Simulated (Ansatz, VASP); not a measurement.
**Mn in VASP and in Ansatz**

```
Mn
1.0
     3.66714    0.00000    0.00000
    -1.83357    3.17583    0.00000
     0.00000    0.00000    4.25121
Mn
4
Direct
  0.00000 0.00000 0.25000
  0.00000 0.00000 0.75000
  0.33333 0.66667 0.75000
  0.66667 0.33333 0.25000
```

Alike in both runs: functional PBEsol; k mesh 6 × 6 × 4; occupations gaussian, width 0.1 eV; no spin polarisation.

Ansatz relaxed the structure, and its values are those at the end. VASP's run is a single point on that final structure, the one shown.

|  | VASP | Ansatz |
| --- | --- | --- |
| version | VASP 6.6.1 | Ansatz 0.2.0 |
| potentials or method | VASP PAW PBE potentials, release 64 (Mn_pv) | scalar-relativistic, plane waves, PAW |
| plane-wave cutoff (eV) | 520 | 420 |
| valence electrons in the cell | 52 | 60 |

|  | VASP | Ansatz | Ansatz less VASP |
| --- | --- | --- | --- |
| gap on the k mesh at the Fermi level (eV) | none | none | - |
| pressure (GPa) | 1.1 | 0.3 | -0.81 |

A gap of «none» marks a metal or a gap that the smearing closes. The two sets of potentials don't hold the same shells in valence.

Caveats: the k mesh is coarse (spacing up to 0.37 Å⁻¹), so the values aren't converged; the PAW data sets were made with another functional, which shifts forces and pressure a little (VASP); the run has no spin polarisation, though such a crystal can be magnetic. Spin polarisation is off, so any magnetic state and its effect on volume and gap are missing.
